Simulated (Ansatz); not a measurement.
A 4-atom cell of O (Cmme) from a materials database (r2SCAN+rVV10 geometry), in Ansatz:

```cif
data_structure
_symmetry_space_group_name_H-M 'Cmme'
_symmetry_Int_Tables_number 67
_cell_length_a 2.9876
_cell_length_b 7.5174
_cell_length_c 4.0262
_cell_angle_alpha 90.000
_cell_angle_beta 90.000
_cell_angle_gamma 90.000
_cell_volume 90.42
loop_
_atom_site_label
_atom_site_type_symbol
_atom_site_symmetry_multiplicity
_atom_site_Wyckoff_symbol
_atom_site_fract_x
_atom_site_fract_y
_atom_site_fract_z
_atom_site_occupancy
O1 O 8 m 0.00000 0.33037 0.68420 1
```

G0W0@r2SCAN with 73 empty bands, a screening cutoff of 80 eV and a 4×4×4 mesh (PAW, contour deformation) gives 2.060 eV over the mesh points, from an r2SCAN gap of 0.990 eV; it sums over 85 bands with 75 plane waves in the screening and a wave cutoff of 500 eV. G0W0 values are finite-basis, finite-mesh values. No spin polarisation and no zero-point or thermal motion.

Task: Estimate the gap with mesh 6×6×8.

Result: 2.039 eV (-0.021 eV), from a Kohn-Sham gap of 0.990 eV.
